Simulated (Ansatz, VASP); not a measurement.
# InAs: VASP beside Ansatz, part 3 of 3

One calculation is typed for both programs; each brings its own data sets. How far apart do they land? The structure shown is the end of the Ansatz relaxation below.

VASP 6.6.1 and Ansatz 0.2.0.

So far: Starting point; Ansatz: relaxation, r2SCAN; VASP: single point, r2SCAN.

### 3. VASP: single point, r2SCAN (continued)

Level of this step: r2SCAN; plane waves and PAW (As, In_d) (VASP).

Numbers of over 12 decimals in the logs are rounded to 6 here.

Parts of OUTCAR (step 3):

```text
ion  position               nearest neighbor table
   1  0.750  0.750  0.750-   2 2.67   2 2.67   2 2.67   2 2.67
   2  0.000  0.000  0.000-   1 2.67   1 2.67   1 2.67   1 2.67

  LATTYP: Found a body centered tetragonal cell.
 ALAT       =     4.4488807416
 C/A-ratio  =     1.3270083290

 Subroutine GETGRP returns: Found  2 space group operations
 (whereof  2 operations were pure point group operations)

The static configuration has the point symmetry C_1h.

   k-points           NKPTS =   1728   k-points in BZ     NKDIM =   1728   number of bands    NBANDS=     15

   dimension x,y,z NGX =    36 NGY =   36 NGZ =   36
   dimension x,y,z NGXF=    72 NGYF=   72 NGZF=   72

   ENCUT  =  550.0 eV  40.42 Ry    6.36 a.u.   8.25  8.25  8.51*2*pi/ulx,y,z

   NELECT =      18.0000    total number of electrons

 k-points in reciprocal lattice and weights: Points of the shifted mesh
   0.04166667  0.04166667  0.04166667       0.001
   0.04166667  0.04166667  0.12500000       0.001
   0.04166667  0.04166667  0.20833333       0.001
   0.04166667  0.04166667  0.29166667       0.001
   0.04166667  0.04166667  0.37500000       0.001
   0.04166667  0.04166667  0.45833333       0.001
   0.04166667  0.04166667  0.54166667       0.001
   0.04166667  0.04166667  0.62500000       0.001
   0.04166667  0.04166667  0.70833333       0.001
[...]
0.95833333  0.95833333  0.87500000       0.001
   0.95833333  0.95833333  0.95833333       0.001

 average (electrostatic) potential at core
       1 -54.6483       2-102.6959

 E-fermi :   4.0071

 k-point     1 :       0.0417    0.0417    0.0417
  band No.  band energies     occupation
    ...
      5     -10.8969      2.00000
      6      -8.1922      2.00000
      7       3.1059      2.00000
      8       3.6084      2.00000
      9       3.7900      2.00000
     10       4.2241      0.00000
     11       7.8939      0.00000
     12       8.0694      0.00000
     13       8.0706      0.00000
     14      11.6943      0.00000
    ...

 k-point     2 :       0.0417    0.0417    0.1250
  band No.  band energies     occupation
    ...
      5     -10.8973      2.00000
      6      -8.1041      2.00000
      7       2.1993      2.00000
      8       3.5505      2.00000
      9       3.6308      2.00000
     10       4.8498      0.00000
     11       7.9883      0.00000
     12       8.1484      0.00000
     13       8.2725      0.00000
     14      12.2077      0.00000
    ...

 k-point     3 :       0.0417    0.0417    0.2083
  band No.  band energies     occupation
    ...
      5     -10.8967      2.00000
      6      -7.8886      2.00000
      7       1.0544      2.00000
      8       3.3406      2.00000
      9       3.3451      2.00000
     10       5.2696      0.00000
     11       8.3226      0.00000
     12       8.3827      0.00000
     13       8.6807      0.00000
     14      12.1613      0.00000
    ...

  Total       -0.7670324     -0.7670324      0.0116580     -0.0005608     -0.0014030     -0.0014030
  in kB      -21.0343140    -21.0343140      0.3196971     -0.0153779     -0.0384739     -0.0384749
  external PRESSURE =     -13.9163103 kB  Pullay stress =       0.0000000 kB

  energy-cutoff  :      550.00
  volume of cell :       58.42
      direct lattice vectors                 reciprocal lattice vectors
     0.000000000  3.145833741  2.951850899    -0.158940377  0.158940377  0.169385249
     3.145833741  0.000000000  2.951850899     0.158940377 -0.158940377  0.169385249
     3.145833741  3.145833741  0.000000000     0.158940377  0.158940377 -0.169385249

 POSITION                                       TOTAL-FORCE (eV/Angst)
 -----------------------------------------------------------------------------------
      4.71869      4.71869      4.42776        -0.000113     -0.000113     -0.000073
      0.00006      0.00006      0.00002         0.000113      0.000113      0.000073
 -----------------------------------------------------------------------------------
    total drift:                                0.000008      0.000008      0.000018

  FREE ENERGIE OF THE ION-ELECTRON SYSTEM (eV)
  ---------------------------------------------------
  free  energy   TOTEN  =       -38.0397704840 eV

  energy  without entropy=      -38.0397704840  energy(sigma->0) =      -38.03977048

 total charge
# of ion       s       p       d       tot
------------------------------------------
    1        1.218   1.577   0.020   2.814
    2        0.835   0.707   9.884  11.426
--------------------------------------------------
tot          2.053   2.284   9.904  14.240

[... 3 further parts left out ...]
```

The run ends at a pressure of -1.39 GPa, with forces up to 1.8e-4 eV/Å.

### 4. Side by side

Known differences besides the potentials themselves: VASP keeps PBE cores, Ansatz makes them for the functional; the data sets hold 28 valence electrons in Ansatz (on its PAW soft_1 files) and 18 in VASP; the cutoff is 500 eV in Ansatz and 550 eV in VASP; Ansatz's pressure holds a Pulay correction, VASP's none. Total energies have different zeros and are not compared.

The two programs side by side:

```
              quantity  Ansatz   VASP  difference
        pressure (GPa)   -1.42  -1.39       -0.03
gap on the k mesh (eV)   0.434  0.434       0.000
```

A gap on the mesh is an upper bound, since the band edges may lie between its points.

### 5. Outcome

| Property | Result |
| --- | --- |
| difference in gap on the k mesh (single point, r2SCAN) | 3.0e-5 eV |

**Reading.** The difference in gap on the k mesh is 3.0e-5 eV (single point, r2SCAN), within the 0.08 eV picked in this series as the mark of a large difference. The data sets hold unlike numbers of valence electrons (28 in Ansatz and 18 in VASP), so part of the differences comes from the potentials. How closely two codes agree says nothing of how well the functional describes the real material.

[Lines on the potential files, build, host, timing and source positions are cut from VASP's logs without a mark.]

[Logs are printed without paths, hosts, clocks, repeated set-up lines and the standing remarks that a program may print on its own settings, such as how far it seeks lower states.]

[Hosts, paths, dates, database ids (printed as entryN), source tags and the programs' standing remarks are cut or masked in the printed files.]
